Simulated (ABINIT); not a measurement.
# Ti3Si (Fm-3m) in ABINIT: equation of state

Aim: energy against volume of Ti3Si in PBEsol, for its equilibrium volume and stiffness.

Program: ABINIT 10.8.3 (patched build). These are calculated values, not measurements. Logs are shortened: lines on timing, memory, paths and dates and some standing lists are left out, and cuts for length are marked. The log counts tension as positive stress, the text compression.

**1. The structure**

Symmetry: Fm-3m, No. 225, cubic system. The conventional cell has a = 6.289 Å, b = 6.289 Å, c = 6.289 Å, α = 90.00°, β = 90.00°, γ = 90.00°. Ti (site symmetry m-3m) has 8 Ti at 2.72 Å as nearest neighbours. Around Ti (site symmetry -43m) lie 4 Ti at 2.72 Å and 4 Si at 2.72 Å. Around Si (site symmetry m-3m) lie 8 Ti at 2.72 Å.

The cell comes from a database or a generator and needn't be the stable form of this composition.

**2. Equation of state, PBEsol**

File run.abi:

```
# Datasets: one volume each
ndtset 7
scalecart1 3*0.9795861087
scalecart2 3*0.9864848297
scalecart3 3*0.9932883884
scalecart4 3*1.0000000000
scalecart5 3*1.0066227096
scalecart6 3*1.0131594038
scalecart7 3*1.0196128224

# Pseudopotentials
pp_dirpath "./"
pseudos "Ti.upf, Si.upf"

# Structure
acell 3*1.0 Angstrom
rprim
     0.0000000000     3.1443560000     3.1443560000
     3.1443560000     0.0000000000     3.1443560000
     3.1443560000     3.1443560000     0.0000000000
ntypat 2
znucl 22 14
natom 4
typat 1 1 1 2
xred
     0.0000000000     0.0000000000     0.0000000000
     0.2500000000     0.2500000000     0.2500000000
     0.7500000000     0.7500000000     0.7500000000
     0.5000000000     0.5000000000     0.5000000000

# Plane-wave basis
ecut 42.0

# k points
kptopt 1
ngkpt 7 7 7
nshiftk 1
shiftk 0.0 0.0 0.0

# Exchange and correlation
ixc -116133

# Bands and occupations
nband 24
occopt 3
tsmear 0.05 eV

# SCF cycle
nstep 100
tolvrs 1.0e-10

# Output
iomode 3
prtwf 0
prtden 0
prteig 0
prtebands 0
```

Potentials or basis: PseudoDojo NC SR PBEsol v0.4.1 standard.

Started as:

```
$ mpirun --bind-to none -np 4 abinit run.abi > log 2>&1
```

run.abo:

```text
.Version 10.8.3 of ABINIT
 DATASET    1 : space group Fm -3 m (#225); Bravais cF (face-center cubic)
================================================================================
 Values of the parameters that define the memory need for DATASET  1.
     intxc =       0    ionmov =       0      iscf =       7    lmnmax =       6
     lnmax =       6     mgfft =      50  mpssoang =       3    mqgrid =    3001
     natom =       4  nloc_mem =       1    nspden =       1   nspinor =       1
    nsppol =       1      nsym =      48    n1xccc =    2501    ntypat =       2
    occopt =       3   xclevel =       2
       mpw =        5154          nfft =      125000          nkpt =          20
================================================================================
================================================================================
[... 61 lines left out ...]
 DATASET    7 : space group Fm -3 m (#225); Bravais cF (face-center cubic)
================================================================================
 Values of the parameters that define the memory need for DATASET  7.
     intxc =       0    ionmov =       0      iscf =       7    lmnmax =       6
     lnmax =       6     mgfft =      50  mpssoang =       3    mqgrid =    3001
     natom =       4  nloc_mem =       1    nspden =       1   nspinor =       1
    nsppol =       1      nsym =      48    n1xccc =    2501    ntypat =       2
    occopt =       3   xclevel =       2
       mpw =        5821          nfft =      125000          nkpt =          20
================================================================================
================================================================================

--------------------------------------------------------------------------------
------------- Echo of variables that govern the present computation ------------
--------------------------------------------------------------------------------
 -outvars: echo values of preprocessed input variables --------
            acell      1.8897261259E+00  1.8897261259E+00  1.8897261259E+00 Bohr
              amu      4.78800000E+01  2.80855000E+01
             ecut      4.20000000E+01 Hartree
              ixc     -116133
           jdtset        1    2    3    4    5    6    7
         kptrlatt        7    0    0      0    7    0      0    0    7
          kptrlen1     5.76217221E+01
          kptrlen2     5.80275222E+01
          kptrlen3     5.84277247E+01
          kptrlen4     5.88225186E+01
          kptrlen5     5.92120830E+01
          kptrlen6     5.95965879E+01
          kptrlen7     5.99761942E+01
            natom           4
            nband          24
           ndtset           7
            ngfft          50      50      50
             nkpt          20
            nstep         100
             nsym          48
           ntypat           2
           occopt           3
           prtden           0
        prtebands           0
           prteig           0
            prtwf           0
            rprim1     0.0000000000E+00  3.0801674584E+00  3.0801674584E+00
                       3.0801674584E+00  0.0000000000E+00  3.0801674584E+00
                       3.0801674584E+00  3.0801674584E+00  0.0000000000E+00
            rprim2     0.0000000000E+00  3.1018594932E+00  3.1018594932E+00
                       3.1018594932E+00  0.0000000000E+00  3.1018594932E+00
                       3.1018594932E+00  3.1018594932E+00  0.0000000000E+00
            rprim3     0.0000000000E+00  3.1232523038E+00  3.1232523038E+00
                       3.1232523038E+00  0.0000000000E+00  3.1232523038E+00
                       3.1232523038E+00  3.1232523038E+00  0.0000000000E+00
            rprim4     0.0000000000E+00  3.1443560000E+00  3.1443560000E+00
                       3.1443560000E+00  0.0000000000E+00  3.1443560000E+00
                       3.1443560000E+00  3.1443560000E+00  0.0000000000E+00
            rprim5     0.0000000000E+00  3.1651801567E+00  3.1651801567E+00
                       3.1651801567E+00  0.0000000000E+00  3.1651801567E+00
                       3.1651801567E+00  3.1651801567E+00  0.0000000000E+00
            rprim6     0.0000000000E+00  3.1857338503E+00  3.1857338503E+00
                       3.1857338503E+00  0.0000000000E+00  3.1857338503E+00
                       3.1857338503E+00  3.1857338503E+00  0.0000000000E+00
            rprim7     0.0000000000E+00  3.2060256958E+00  3.2060256958E+00
                       3.2060256958E+00  0.0000000000E+00  3.2060256958E+00
                       3.2060256958E+00  3.2060256958E+00  0.0000000000E+00
          spgroup         225
           tolvrs      1.00000000E-10
           tsmear      1.83746611E-03 Hartree
            typat      1  1  1  2
           xangst1     0.0000000000E+00  0.0000000000E+00  0.0000000000E+00
                       1.5400837292E+00  1.5400837292E+00  1.5400837292E+00
                       4.6202511876E+00  4.6202511876E+00  4.6202511876E+00
                       3.0801674584E+00  3.0801674584E+00  3.0801674584E+00
           xangst2     0.0000000000E+00  0.0000000000E+00  0.0000000000E+00
                       1.5509297466E+00  1.5509297466E+00  1.5509297466E+00
                       4.6527892398E+00  4.6527892398E+00  4.6527892398E+00
                       3.1018594932E+00  3.1018594932E+00  3.1018594932E+00
           xangst3     0.0000000000E+00  0.0000000000E+00  0.0000000000E+00
                       1.5616261519E+00  1.5616261519E+00  1.5616261519E+00
                       4.6848784557E+00  4.6848784557E+00  4.6848784557E+00
                       3.1232523038E+00  3.1232523038E+00  3.1232523038E+00
           xangst4     0.0000000000E+00  0.0000000000E+00  0.0000000000E+00
                       1.5721780000E+00  1.5721780000E+00  1.5721780000E+00
                       4.7165340000E+00  4.7165340000E+00  4.7165340000E+00
                       3.1443560000E+00  3.1443560000E+00  3.1443560000E+00
           xangst5     0.0000000000E+00  0.0000000000E+00  0.0000000000E+00
                       1.5825900783E+00  1.5825900783E+00  1.5825900783E+00
                       4.7477702350E+00  4.7477702350E+00  4.7477702350E+00
                       3.1651801567E+00  3.1651801567E+00  3.1651801567E+00
           xangst6     0.0000000000E+00  0.0000000000E+00  0.0000000000E+00
                       1.5928669251E+00  1.5928669251E+00  1.5928669251E+00
[... 16 lines left out ...]
                       8.8531372144E+00  8.8531372144E+00  8.8531372144E+00
                       5.9020914763E+00  5.9020914763E+00  5.9020914763E+00
            xcart4     0.0000000000E+00  0.0000000000E+00  0.0000000000E+00
                       2.9709858412E+00  2.9709858412E+00  2.9709858412E+00
                       8.9129575235E+00  8.9129575235E+00  8.9129575235E+00
                       5.9419716824E+00  5.9419716824E+00  5.9419716824E+00
            xcart5     0.0000000000E+00  0.0000000000E+00  0.0000000000E+00
                       2.9906618176E+00  2.9906618176E+00  2.9906618176E+00
                       8.9719854529E+00  8.9719854529E+00  8.9719854529E+00
                       5.9813236353E+00  5.9813236353E+00  5.9813236353E+00
            xcart6     0.0000000000E+00  0.0000000000E+00  0.0000000000E+00
                       3.0100822435E+00  3.0100822435E+00  3.0100822435E+00
                       9.0302467306E+00  9.0302467306E+00  9.0302467306E+00
                       6.0201644871E+00  6.0201644871E+00  6.0201644871E+00
            xcart7     0.0000000000E+00  0.0000000000E+00  0.0000000000E+00
                       3.0292552588E+00  3.0292552588E+00  3.0292552588E+00
                       9.0877657765E+00  9.0877657765E+00  9.0877657765E+00
                       6.0585105177E+00  6.0585105177E+00  6.0585105177E+00
             xred      0.0000000000E+00  0.0000000000E+00  0.0000000000E+00
                       2.5000000000E-01  2.5000000000E-01  2.5000000000E-01
                       7.5000000000E-01  7.5000000000E-01  7.5000000000E-01
                       5.0000000000E-01  5.0000000000E-01  5.0000000000E-01
            znucl       22.00000   14.00000

================================================================================

 chkinp: Checking input parameters for consistency, jdtset=   1.

 chkinp: Checking input parameters for consistency, jdtset=   2.

 chkinp: Checking input parameters for consistency, jdtset=   3.

 chkinp: Checking input parameters for consistency, jdtset=   4.
[... 18 lines left out ...]
 Real(R)+Recip(G) space primitive vectors, cartesian coordinates (Bohr,Bohr^-1):
 R(1)=  0.0000000  5.8206729  5.8206729  G(1)= -0.0859007  0.0859007  0.0859007
 R(2)=  5.8206729  0.0000000  5.8206729  G(2)=  0.0859007 -0.0859007  0.0859007
 R(3)=  5.8206729  5.8206729  0.0000000  G(3)=  0.0859007  0.0859007 -0.0859007
 Unit cell volume ucvol=  3.9441151E+02 bohr^3
 Angles (23,13,12)=  6.00000000E+01  6.00000000E+01  6.00000000E+01 degrees

 getcut: wavevector=  0.0000  0.0000  0.0000  ngfft=  50  50  50
         ecut(hartree)=     42.000   => boxcut(ratio)=   2.08289

--- Pseudopotential description ------------------------------------------------
- pspini: atom type   1  psp file is ./Ti.upf
12 -116133 2 -1 1586                          pspcod,pspxc,lmax,lloc,mmax
     nproj     2     2     2

- pspini: atom type   2  psp file is ./Si.upf
12 -116133 2 -1 1510                          pspcod,pspxc,lmax,lloc,mmax
     nproj     2     2     2

   2.08689168E+03                                ecore*ucvol(ha*bohr**3)
--------------------------------------------------------------------------------

================================================================================

--- !BeginCycle
iteration_state: {dtset: 1, }
solver: {iscf: 7, nstep: 100, nline: 4, wfoptalg: 0, }
tolerances: {tolvrs: 1.00E-10, }
...

     iter   Etot(hartree)      deltaE(h)  residm     vres2
 ETOT  1  -181.90989432677    -1.819E+02 1.252E-01 2.911E+02
 ETOT  2  -182.03581920398    -1.259E-01 4.438E-02 9.429E+02
 ETOT  3  -182.14754884839    -1.117E-01 1.014E-02 3.043E+02
 ETOT  4  -182.17460219313    -2.705E-02 1.139E-02 9.326E+01
 ETOT  5  -182.17634698368    -1.745E-03 4.577E-03 8.276E+01
 ETOT  6  -182.18634204609    -9.995E-03 3.254E-03 6.140E+00
 ETOT  7  -182.18729800320    -9.560E-04 3.122E-03 3.224E-01
 ETOT  8  -182.18732259090    -2.459E-05 2.474E-03 5.360E-01
 ETOT  9  -182.18741752184    -9.493E-05 4.237E-03 1.876E-03
 ETOT 10  -182.18742113943    -3.618E-06 2.515E-03 4.344E-02
[... 1264 lines left out ...]
 Cartesian components of stress tensor (hartree/bohr^3)
  sigma(1 1)=  3.84171334E-04  sigma(3 2)=  0.00000000E+00
  sigma(2 2)=  3.84171334E-04  sigma(3 1)=  0.00000000E+00
  sigma(3 3)=  3.84171334E-04  sigma(2 1)=  0.00000000E+00

-Cartesian components of stress tensor (GPa)         [Pressure= -1.1303E+01 GPa]
- sigma(1 1)=  1.13027109E+01  sigma(3 2)=  0.00000000E+00
- sigma(2 2)=  1.13027109E+01  sigma(3 1)=  0.00000000E+00
- sigma(3 3)=  1.13027109E+01  sigma(2 1)=  0.00000000E+00

== END DATASET(S) ==============================================================
================================================================================

 -outvars: echo values of variables after computation  --------
            acell      1.8897261259E+00  1.8897261259E+00  1.8897261259E+00 Bohr
           etotal1    -1.8218743229E+02
           etotal2    -1.8218800145E+02
           etotal3    -1.8218771631E+02
           etotal4    -1.8218665878E+02
           etotal5    -1.8218490317E+02
           etotal6    -1.8218251696E+02
           etotal7    -1.8217956190E+02
            fcart1    -0.0000000000E+00 -0.0000000000E+00 -0.0000000000E+00
                       2.1684390552E-30 -7.2281301839E-31  7.2281301839E-31
                      -2.1684390552E-30  7.2281301839E-31 -7.2281301839E-31
                      -0.0000000000E+00 -0.0000000000E+00 -0.0000000000E+00
            fcart2     7.1775821654E-31  7.1775821654E-31 -2.1532746496E-30
                      -1.4355164331E-30 -4.3065492992E-30  8.6130985984E-30
                       0.0000000000E+00  2.8710328661E-30 -4.3065492992E-30
                       7.1775821654E-31  7.1775821654E-31 -2.1532746496E-30
            fcart3    -0.0000000000E+00 -0.0000000000E+00 -0.0000000000E+00
                      -2.8513676402E-30  2.8513676402E-30 -2.8513676402E-30
                       2.8513676402E-30 -2.8513676402E-30  2.8513676402E-30
                      -0.0000000000E+00 -0.0000000000E+00 -0.0000000000E+00
            fcart4    -0.0000000000E+00 -0.0000000000E+00 -0.0000000000E+00
                      -0.0000000000E+00 -0.0000000000E+00 -0.0000000000E+00
                      -0.0000000000E+00 -0.0000000000E+00 -0.0000000000E+00
[... 58 lines left out ...]
                       4.6848784557E+00  4.6848784557E+00  4.6848784557E+00
                       3.1232523038E+00  3.1232523038E+00  3.1232523038E+00
           xangst4     0.0000000000E+00  0.0000000000E+00  0.0000000000E+00
                       1.5721780000E+00  1.5721780000E+00  1.5721780000E+00
                       4.7165340000E+00  4.7165340000E+00  4.7165340000E+00
                       3.1443560000E+00  3.1443560000E+00  3.1443560000E+00
           xangst5     0.0000000000E+00  0.0000000000E+00  0.0000000000E+00
                       1.5825900783E+00  1.5825900783E+00  1.5825900783E+00
                       4.7477702350E+00  4.7477702350E+00  4.7477702350E+00
                       3.1651801567E+00  3.1651801567E+00  3.1651801567E+00
           xangst6     0.0000000000E+00  0.0000000000E+00  0.0000000000E+00
                       1.5928669251E+00  1.5928669251E+00  1.5928669251E+00
                       4.7786007754E+00  4.7786007754E+00  4.7786007754E+00
                       3.1857338503E+00  3.1857338503E+00  3.1857338503E+00
           xangst7     0.0000000000E+00  0.0000000000E+00  0.0000000000E+00
                       1.6030128479E+00  1.6030128479E+00  1.6030128479E+00
                       4.8090385437E+00  4.8090385437E+00  4.8090385437E+00
                       3.2060256958E+00  3.2060256958E+00  3.2060256958E+00
             xred      0.0000000000E+00  0.0000000000E+00  0.0000000000E+00
                       2.5000000000E-01  2.5000000000E-01  2.5000000000E-01
                       7.5000000000E-01  7.5000000000E-01  7.5000000000E-01
                       5.0000000000E-01  5.0000000000E-01  5.0000000000E-01
 Calculation completed.
```

It took 9.2 min on 4 MPI ranks of Arm Neoverse V2, shared host; peak memory 0.52 GiB.

What came out:

```
Equilibrium volume                      : 14.97 Å³/atom
Bulk modulus                            : 142 GPa
Pressure derivative of the bulk modulus : 3.9
```

Energy against volume, from the lowest point:
| volume (Å³/atom) | energy (meV/atom) |
| --- | --- |
| 14.611 | 3.87 |
| 14.922 | 0.00 |
| 15.233 | 1.94 |
| 15.544 | 9.13 |
| 15.855 | 21.08 |
| 16.166 | 37.31 |
| 16.477 | 57.41 |

Caveat: pressures at fixed basis lie under the slope of the energies.
